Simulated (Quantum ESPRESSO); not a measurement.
# TiTe2 (P-3m1) in Quantum ESPRESSO: notebook, part 2 of 3

Quantum ESPRESSO 7.5.

## 3. Wannier functions, LDA

The input, pw.in:

```
&CONTROL
  calculation = 'scf'
  prefix = 'pwscf'
  outdir = './tmp'
  pseudo_dir = './pseudo'
  tprnfor = .true.
  tstress = .true.
  disk_io = 'low'
/
&SYSTEM
  ibrav = 0
  nat = 3
  ntyp = 2
  ecutwfc = 36
  ecutrho = 216
  nbnd = 19
  occupations = 'smearing'
  smearing = 'fd'
  degauss = 0.00367493
/
&ELECTRONS
  conv_thr = 6d-10
  electron_maxstep = 120
  mixing_beta = 0.5
/
ATOMIC_SPECIES
Te   127.6000 Te.LDA_PW-JTH.UPF
Ti    47.8670 Ti.LDA_PW-JTH.UPF
CELL_PARAMETERS angstrom
   3.7770000000    0.0000000000    0.0000000000
  -1.8885000000    3.2709779501    0.0000000000
   0.0000000000    0.0000000000    6.4980000000
ATOMIC_POSITIONS crystal
Te     0.3333333333    0.6666666667    0.7372000000
Te     0.6666666667    0.3333333333    0.2628000000
Ti     0.0000000000    0.0000000000    0.0000000000
K_POINTS automatic
6 6 3 0 0 0
```

The input, nscf.in:

```
&CONTROL
  calculation = 'nscf'
  prefix = 'pwscf'
  outdir = './tmp'
  pseudo_dir = './pseudo'
  disk_io = 'low'
/
&SYSTEM
  ibrav = 0
  nat = 3
  ntyp = 2
  ecutwfc = 36
  ecutrho = 216
  nbnd = 32
  occupations = 'smearing'
  smearing = 'fd'
  degauss = 0.00367493
  nosym = .true.
  noinv = .true.
/
&ELECTRONS
  conv_thr = 1d-09
  electron_maxstep = 120
  mixing_beta = 0.5
  diago_full_acc = .true.
/
ATOMIC_SPECIES
Te   127.6000 Te.LDA_PW-JTH.UPF
Ti    47.8670 Ti.LDA_PW-JTH.UPF
CELL_PARAMETERS angstrom
   3.7770000000    0.0000000000    0.0000000000
  -1.8885000000    3.2709779501    0.0000000000
   0.0000000000    0.0000000000    6.4980000000
ATOMIC_POSITIONS crystal
Te     0.3333333333    0.6666666667    0.7372000000
Te     0.6666666667    0.3333333333    0.2628000000
Ti     0.0000000000    0.0000000000    0.0000000000
K_POINTS crystal
50
  0.00000000   0.00000000   0.00000000 2.00000000e-02
  0.00000000   0.00000000   0.50000000 2.00000000e-02
  0.00000000   0.20000000   0.00000000 2.00000000e-02
  0.00000000   0.20000000   0.50000000 2.00000000e-02
  0.00000000   0.40000000   0.00000000 2.00000000e-02
  0.00000000   0.40000000   0.50000000 2.00000000e-02
[... 42 lines left out ...]
  0.80000000   0.80000000   0.00000000 2.00000000e-02
  0.80000000   0.80000000   0.50000000 2.00000000e-02
```

The input, pw2wan.in:

```
&INPUTPP
  prefix = 'pwscf'
  outdir = './tmp'
  seedname = 'w'
  write_mmn = .true.
  write_amn = .true.
/
```

The input, bands.in:

```
&CONTROL
  calculation = 'bands'
  prefix = 'pwscf'
  outdir = './tmp'
  pseudo_dir = './pseudo'
  disk_io = 'low'
/
&SYSTEM
  ibrav = 0
  nat = 3
  ntyp = 2
  ecutwfc = 36
  ecutrho = 216
  nbnd = 32
  occupations = 'smearing'
  smearing = 'fd'
  degauss = 0.00367493
/
&ELECTRONS
  conv_thr = 1d-08
  electron_maxstep = 120
  mixing_beta = 0.5
  diago_full_acc = .true.
/
ATOMIC_SPECIES
Te   127.6000 Te.LDA_PW-JTH.UPF
Ti    47.8670 Ti.LDA_PW-JTH.UPF
CELL_PARAMETERS angstrom
   3.7770000000    0.0000000000    0.0000000000
  -1.8885000000    3.2709779501    0.0000000000
   0.0000000000    0.0000000000    6.4980000000
ATOMIC_POSITIONS crystal
Te     0.3333333333    0.6666666667    0.7372000000
Te     0.6666666667    0.3333333333    0.2628000000
Ti     0.0000000000    0.0000000000    0.0000000000
K_POINTS crystal
87
  0.00000000   0.00000000   0.00000000 1
  0.04166700   0.00000000   0.00000000 1
  0.08333300   0.00000000   0.00000000 1
  0.12500000   0.00000000   0.00000000 1
  0.16666700   0.00000000   0.00000000 1
  0.20833300   0.00000000   0.00000000 1
[... 79 lines left out ...]
  0.33333300   0.33333300   0.41666700 1
  0.33333300   0.33333300   0.50000000 1
```

The input, w.win:

```
num_wann = 17
num_bands = 28
guiding_centres = true
dis_froz_max = 10.69
dis_num_iter = 600
dis_mix_ratio = 0.5
dis_conv_tol = 1.0d-9
num_iter = 400
conv_tol = 1.0d-9
conv_window = 4
num_print_cycles = 40
fermi_energy = 7.6919
bands_plot = true
write_hr = true
mp_grid = 5 5 2
exclude_bands = 1-4
begin projections
Te: s;p
Ti: s;p;d
end projections
begin unit_cell_cart
ang
  3.7770000000   0.0000000000   0.0000000000
 -1.8885000000   3.2709779501   0.0000000000
  0.0000000000   0.0000000000   6.4980000000
end unit_cell_cart
begin atoms_frac
Te   0.3333333333   0.6666666667   0.7372000000
Te   0.6666666667   0.3333333333   0.2628000000
Ti   0.0000000000   0.0000000000   0.0000000000
end atoms_frac
begin kpoint_path
G   0.0000000000   0.0000000000   0.0000000000  M   0.5000000000   0.0000000000   0.0000000000
M   0.5000000000   0.0000000000   0.0000000000  K   0.3333333333   0.3333333333   0.0000000000
K   0.3333333333   0.3333333333   0.0000000000  G   0.0000000000   0.0000000000   0.0000000000
G   0.0000000000   0.0000000000   0.0000000000  A   0.0000000000   0.0000000000   0.5000000000
A   0.0000000000   0.0000000000   0.5000000000  L   0.5000000000   0.0000000000   0.5000000000
L   0.5000000000   0.0000000000   0.5000000000  H   0.3333333333   0.3333333333   0.5000000000
H   0.3333333333   0.3333333333   0.5000000000  A   0.0000000000   0.0000000000   0.5000000000
L   0.5000000000   0.0000000000   0.5000000000  M   0.5000000000   0.0000000000   0.0000000000
K   0.3333333333   0.3333333333   0.0000000000  H   0.3333333333   0.3333333333   0.5000000000
end kpoint_path
bands_num_points = 12
begin kpoints
  0.00000000   0.00000000   0.00000000
  0.00000000   0.00000000   0.50000000
  0.00000000   0.20000000   0.00000000
  0.00000000   0.20000000   0.50000000
  0.00000000   0.40000000   0.00000000
  0.00000000   0.40000000   0.50000000
[... 42 lines left out ...]
  0.80000000   0.80000000   0.00000000
  0.80000000   0.80000000   0.50000000
end kpoints
```

Potentials or basis: JTH 2.0 LDA.

Command:

```console
$ OMP_NUM_THREADS=1 pw.x -in pw.in > pw.out
$ OMP_NUM_THREADS=1 pw.x -in nscf.in > nscf.out
$ wannier90.x -pp w
$ OMP_NUM_THREADS=1 pw2wannier90.x -in pw2wan.in > pw2wan.out
$ wannier90.x w
$ OMP_NUM_THREADS=1 pw.x -in bands.in > bands.out
```

pw.out:

```text
This program is part of the open-source Quantum ESPRESSO suite
     for quantum simulation of materials; please cite
         "P. Giannozzi et al., J. Phys.:Condens. Matter 21 395502 (2009);
         "P. Giannozzi et al., J. Phys.:Condens. Matter 29 465901 (2017);
         "P. Giannozzi et al., J. Chem. Phys. 152 154105 (2020);
     in publications or presentations arising from this work. More details at

     file Te.LDA_PW-JTH.UPF: wavefunction(s)  0S 0P renormalized
     file Ti.LDA_PW-JTH.UPF: wavefunction(s)  4S 3P 0P 3D 0D renormalized
     Message from routine setup:
     using ibrav=0 with symmetry is DISCOURAGED, use correct ibrav instead

     G-vector sticks info
     --------------------
     sticks:   dense  smooth     PW     G-vecs:    dense   smooth      PW
     Sum         757     511    151                29097    15785    2623

     Using Slab Decomposition

     bravais-lattice index     =            0
     lattice parameter (alat)  =       7.1375  a.u.
     unit-cell volume          =     541.7525 (a.u.)^3
     number of atoms/cell      =            3
     number of atomic types    =            2
     number of electrons       =        24.00
     number of Kohn-Sham states=           19
     kinetic-energy cutoff     =      36.0000  Ry
     charge density cutoff     =     216.0000  Ry
     scf convergence threshold =      6.0E-10
     mixing beta               =       0.5000
     number of iterations used =            8  plain     mixing
     Exchange-correlation= SLA PW NOGX NOGC
                           (   1   4   0   0   0   0   0)

     celldm(1)=   7.137496  celldm(2)=   0.000000  celldm(3)=   0.000000
     celldm(4)=   0.000000  celldm(5)=   0.000000  celldm(6)=   0.000000

     crystal axes: (cart. coord. in units of alat)
               a(1) = (   1.000000   0.000000   0.000000 )
               a(2) = (  -0.500000   0.866025   0.000000 )
               a(3) = (   0.000000   0.000000   1.720413 )

     reciprocal axes: (cart. coord. in units 2 pi/alat)
               b(1) = (  1.000000  0.577350 -0.000000 )
               b(2) = (  0.000000  1.154701  0.000000 )
               b(3) = (  0.000000 -0.000000  0.581256 )

     PseudoPot. # 1 for Te read from file:
     Te.LDA_PW-JTH.UPF
     Pseudo is Projector augmented-wave + core cor, Zval =  6.0
     Generated using ATOMPAW code
     Shape of augmentation charge: SINC**2
     Using radial grid of 1093 points,  4 beta functions with:
                l(1) =   0
                l(2) =   0
                l(3) =   1
                l(4) =   1
     Q(r) pseudized with 0 coefficients

     PseudoPot. # 2 for Ti read from file:
     Ti.LDA_PW-JTH.UPF
     Pseudo is Projector augmented-wave + core cor, Zval = 12.0
     Generated using ATOMPAW code
     Shape of augmentation charge: BESSEL
     Using radial grid of 1024 points,  6 beta functions with:
                l(1) =   0
                l(2) =   0
                l(3) =   1
                l(4) =   1
                l(5) =   2
                l(6) =   2
     Q(r) pseudized with 0 coefficients

     atomic species   valence    mass     pseudopotential
     Te                6.00   127.60000     Te( 1.00)
     Ti               12.00    47.86700     Ti( 1.00)

     12 Sym. Ops., with inversion, found

   Cartesian axes

     site n.     atom                  positions (alat units)
         1        Te     tau(   1) = (  -0.0000000   0.5773503   1.2682885  )
         2        Te     tau(   2) = (   0.5000000   0.2886751   0.4521245  )
         3        Ti     tau(   3) = (   0.0000000   0.0000000   0.0000000  )

     number of k points=    17  Fermi-Dirac smearing, width (Ry)=  0.0037
                       cart. coord. in units 2pi/alat
        k(    1) = (   0.0000000   0.0000000   0.0000000), wk =   0.0185185
        k(    2) = (   0.0000000   0.0000000   0.1937519), wk =   0.0370370
        k(    3) = (   0.0000000   0.1924501   0.0000000), wk =   0.1111111
        k(    4) = (   0.0000000   0.1924501   0.1937519), wk =   0.1111111
        k(    5) = (   0.0000000   0.3849002   0.0000000), wk =   0.1111111
        k(    6) = (   0.0000000   0.3849002   0.1937519), wk =   0.1111111
[... 9 lines left out ...]
        k(   16) = (   0.0000000   0.3849002  -0.1937519), wk =   0.1111111
        k(   17) = (  -0.1666667   0.4811252  -0.1937519), wk =   0.2222222

     Dense  grid:    29097 G-vectors     FFT dimensions: (  36,  36,  60)

     Smooth grid:    15785 G-vectors     FFT dimensions: (  27,  27,  48)

     Check: negative core charge=   -0.000016

     Initial potential from superposition of free atoms

     starting charge      23.9966, renormalised to      24.0000

     negative rho (up, down):  9.570E-03 0.000E+00
     Starting wfcs are   34 randomized atomic wfcs

     Self-consistent Calculation

     iteration #  1     ecut=    36.00 Ry     beta= 0.50
     Davidson diagonalization with overlap
     ethr =  1.00E-02,  avg # of iterations =  5.2

     negative rho (up, down):  1.273E-02 0.000E+00

     total energy              =    -882.16532405 Ry
     estimated scf accuracy    <       0.95797241 Ry

     iteration #  2     ecut=    36.00 Ry     beta= 0.50
     Davidson diagonalization with overlap
     ethr =  3.99E-03,  avg # of iterations =  3.7
[... 28 lines left out ...]
     negative rho (up, down):  1.198E-02 0.000E+00

     total energy              =    -882.68298599 Ry
     estimated scf accuracy    <       0.00430478 Ry

     iteration #  6     ecut=    36.00 Ry     beta= 0.50
     Davidson diagonalization with overlap
     c_bands:  1 eigenvalues not converged
     ethr =  1.79E-05,  avg # of iterations =  6.9

     negative rho (up, down):  1.199E-02 0.000E+00

     total energy              =    -882.68358752 Ry
     estimated scf accuracy    <       0.00008330 Ry

     iteration #  7     ecut=    36.00 Ry     beta= 0.50
     Davidson diagonalization with overlap
     c_bands:  1 eigenvalues not converged
     ethr =  3.47E-07,  avg # of iterations =  6.4

     negative rho (up, down):  1.200E-02 0.000E+00

     total energy              =    -882.68362663 Ry
     estimated scf accuracy    <       0.00014645 Ry

     iteration #  8     ecut=    36.00 Ry     beta= 0.50
     Davidson diagonalization with overlap
     ethr =  3.47E-07,  avg # of iterations =  2.1
[... 42 lines left out ...]
     iteration # 13     ecut=    36.00 Ry     beta= 0.50
     Davidson diagonalization with overlap
     ethr =  4.21E-11,  avg # of iterations =  4.6

     negative rho (up, down):  1.196E-02 0.000E+00

     End of self-consistent calculation

          k = 0.0000 0.0000 0.0000 (  1979 PWs)   bands (ev):

   -49.1500 -25.7122 -25.7122 -25.6927  -4.7537  -3.2682   2.4787   6.0513
     6.0513   8.0335   8.1085   8.1085   8.2711   8.7680   8.7680  10.7635
    10.7635  12.8553  13.4570

          k = 0.0000 0.0000 0.1938 (  1956 PWs)   bands (ev):

   -49.1500 -25.7122 -25.7122 -25.6927  -4.4748  -3.7358   3.5496   6.0376
     6.1009   6.1009   8.0974   8.0974   8.5288   8.5288   8.6767  11.1013
    11.1013  13.1834  14.6827
[... 19 lines left out ...]
          k = 0.0000 0.3849 0.1938 (  1979 PWs)   bands (ev):

   -49.1477 -25.7448 -25.7198 -25.6858  -3.4512  -3.1294   3.5663   4.0628
     5.3535   5.7908   5.9968   6.8985   7.8384   8.9552   8.9580  10.6374
    10.9182  12.6378  13.7173

          k = 0.0000-0.5774 0.0000 (  1970 PWs)   bands (ev):

   -49.1470 -25.7556 -25.7224 -25.6835  -3.0196  -2.8355   2.7760   4.0514
     5.0049   5.2959   5.9788   6.6004   7.7144   8.8547   9.1591  10.1275
    11.0776  13.1114  13.3660

          k = 0.0000-0.5774 0.1938 (  1996 PWs)   bands (ev):

   -49.1470 -25.7556 -25.7224 -25.6835  -3.0409  -2.7896   2.7078   3.3698
     5.2172   5.7560   6.3644   7.0054   7.5824   8.8537   9.1476  10.5027
    10.8200  11.8522  12.7711

          k = 0.1667 0.2887 0.0000 (  1983 PWs)   bands (ev):

   -49.1481 -25.7373 -25.7206 -25.6870  -3.9168  -2.8929   3.5411   4.6101
     4.9297   5.7939   6.2192   7.0486   8.1159   8.9796   9.1633   9.9377
    11.0353  13.9843  14.9680
[... 25 lines left out ...]
          k = 0.3333 0.5774 0.1938 (  1971 PWs)   bands (ev):

   -49.1466 -25.7423 -25.7423 -25.6824  -2.7397  -2.7397   3.7425   3.7425
     3.7991   4.7959   5.8665   5.8665   8.6647   8.7754   8.7754  10.4778
    10.4778  13.0033  13.9938

          k = 0.0000 0.1925-0.1938 (  1962 PWs)   bands (ev):

   -49.1493 -25.7231 -25.7147 -25.6904  -4.1987  -3.5264   3.7230   5.2021
     6.0627   6.1380   6.8000   7.4779   8.1540   9.1381   9.3429  10.1245
    10.4631  13.6157  14.6830

          k = 0.0000 0.3849-0.1938 (  1979 PWs)   bands (ev):

   -49.1477 -25.7448 -25.7198 -25.6858  -3.5417  -3.0132   3.4281   3.8991
     5.0335   5.8749   6.9561   7.1222   7.6014   8.9970   9.4017   9.9102
    10.3801  12.3789  12.9156

          k =-0.1667 0.4811-0.1938 (  1977 PWs)   bands (ev):

   -49.1470 -25.7500 -25.7280 -25.6835  -3.0891  -2.7663   3.1399   3.6016
     5.0472   5.4101   5.8136   6.4228   8.1383   8.9418   9.0674   9.9307
    10.6423  12.9420  13.9297

     the Fermi energy is     7.6919 ev

!    total energy              =    -882.68363082 Ry
     total all-electron energy =      -882.683631 Ry
     estimated scf accuracy    <          4.5E-10 Ry
     smearing contrib. (-TS)   =      -0.00082304 Ry
     internal energy E=F+TS    =    -882.68280777 Ry

     The total energy is F=E-TS. E is the sum of the following terms:
     one-electron contribution =     -78.13743646 Ry
     hartree contribution      =      46.90291896 Ry
     xc contribution           =     -30.34242583 Ry
     ewald contribution        =     -92.90450077 Ry
     one-center paw contrib.   =    -728.20136368 Ry

     convergence has been achieved in  13 iterations

     negative rho (up, down):  1.196E-02 0.000E+00

     Forces acting on atoms (cartesian axes, Ry/au):

     atom    1 type  1   force =     0.00000000    0.00000000    0.01365777
     atom    2 type  1   force =    -0.00000000   -0.00000000   -0.01365777
     atom    3 type  2   force =     0.00000000    0.00000000    0.00000000

     Total force =     0.019315     Total SCF correction =     0.000023

     Computing stress (Cartesian axis) and pressure

     negative rho (up, down):  1.196E-02 0.000E+00
          total   stress  (Ry/bohr**3)                   (kbar)     P=      -40.25
  -0.00026287  -0.00000000   0.00000000          -38.67       -0.00        0.00
  -0.00000000  -0.00026287   0.00000000           -0.00      -38.67        0.00
   0.00000000   0.00000000  -0.00029509            0.00        0.00      -43.41

=------------------------------------------------------------------------------=
   JOB DONE.
=------------------------------------------------------------------------------=
```

It took 2.9 min on 1 thread of Arm Neoverse V2, shared host; peak memory 0.15 GiB.

What came out:

- Free energy: -12009.5226 eV
- Pressure: -4.0 GPa
- Largest force: 0.351 eV/Å
- Band gap on the k mesh: none (metal or under the smearing width)
- Total Wannier spread: 26.26 Å² over 17 functions
- RMS miss of the Wannier bands: 0.012 eV

Forces on the atoms (eV/Å):
```
Te   0.000  0.000  0.351
Te   0.000  0.000 -0.351
Ti   0.000  0.000  0.000
```

Stress tensor (GPa, compression positive):
```
-3.87  0.00  0.00
 0.00 -3.87  0.00
 0.00  0.00 -4.34
```

Levels at the corners of the path, in eV from the Fermi level:
| point | band 8 | band 9 | band 10 | band 11 | band 12 | band 13 | band 14 | band 15 | band 16 | band 17 |
| --- | --- | --- | --- | --- | --- | --- | --- | --- | --- | --- |
| Γ | -1.64 | -1.64 | 0.34 | 0.42 | 0.42 | 0.58 | 1.08 | 1.08 | 3.07 | 3.07 |
| M | -3.64 | -2.69 | -2.40 | -1.71 | -1.09 | 0.02 | 1.16 | 1.47 | 2.44 | 3.39 |
| K | -3.64 | -3.64 | -2.32 | -2.32 | -2.32 | 0.97 | 1.43 | 1.43 | 2.10 | 2.10 |
| Γ | -1.64 | -1.64 | 0.34 | 0.42 | 0.42 | 0.58 | 1.08 | 1.08 | 3.07 | 3.07 |
| A | -2.66 | -1.57 | -1.57 | 0.40 | 0.40 | 0.77 | 0.77 | 1.01 | 3.52 | 3.52 |
| L | -4.50 | -2.39 | -1.99 | -0.94 | -0.57 | -0.26 | 1.16 | 1.45 | 2.63 | 3.52 |
| H | -4.03 | -3.67 | -3.20 | -1.68 | -1.68 | 0.97 | 1.00 | 1.00 | 3.06 | 3.06 |
| A | -2.66 | -1.57 | -1.57 | 0.40 | 0.40 | 0.77 | 0.77 | 1.01 | 3.52 | 3.52 |
| L | -4.50 | -2.39 | -1.99 | -0.94 | -0.57 | -0.26 | 1.16 | 1.45 | 2.63 | 3.52 |
| M | -3.64 | -2.69 | -2.40 | -1.71 | -1.09 | 0.02 | 1.16 | 1.47 | 2.44 | 3.39 |
| K | -3.64 | -3.64 | -2.32 | -2.32 | -2.32 | 0.97 | 1.43 | 1.43 | 2.10 | 2.10 |
| H | -4.03 | -3.67 | -3.20 | -1.68 | -1.68 | 0.97 | 1.00 | 1.00 | 3.06 | 3.06 |

Wannier functions:
```csv
function,nearest atom,distance (Å),spread (Å²),on-site energy from the reference level (eV)
1,1 Te,0.53,1.50,-1.78
2,1 Te,0.75,1.45,-1.67
3,1 Te,0.75,1.45,-1.66
4,1 Te,0.75,1.45,-1.68
5,2 Te,0.53,1.50,-1.78
6,2 Te,0.75,1.45,-1.67
7,2 Te,0.75,1.45,-1.66
8,2 Te,0.75,1.45,-1.68
9,3 Ti,0.92,1.93,2.71
10,3 Ti,0.83,1.85,2.86
11,3 Ti,0.92,1.93,2.71
12,3 Ti,0.93,1.87,2.72
13,3 Ti,0.83,1.85,2.86
14,3 Ti,0.00,1.08,0.56
15,3 Ti,0.00,1.08,0.56
16,3 Ti,0.93,1.87,2.72
17,3 Ti,0.00,1.14,0.45
```

Parts of the spread (Å²): invariant 21.42, diagonal 0.025, off-diagonal 4.82, total 26.26. Against the direct bands the interpolation misses by 12 meV (root mean square) and 83 meV at most, for states up to 1 eV over the reference level.

Caveat: the k mesh is coarse; the cutoff is low for these files, which shifts pressure and relaxed volume; spin-orbit coupling is left out, which moves the levels of the heavy elements; the Wannier minimisation didn't converge.

(Continued in part 3 of 3.)
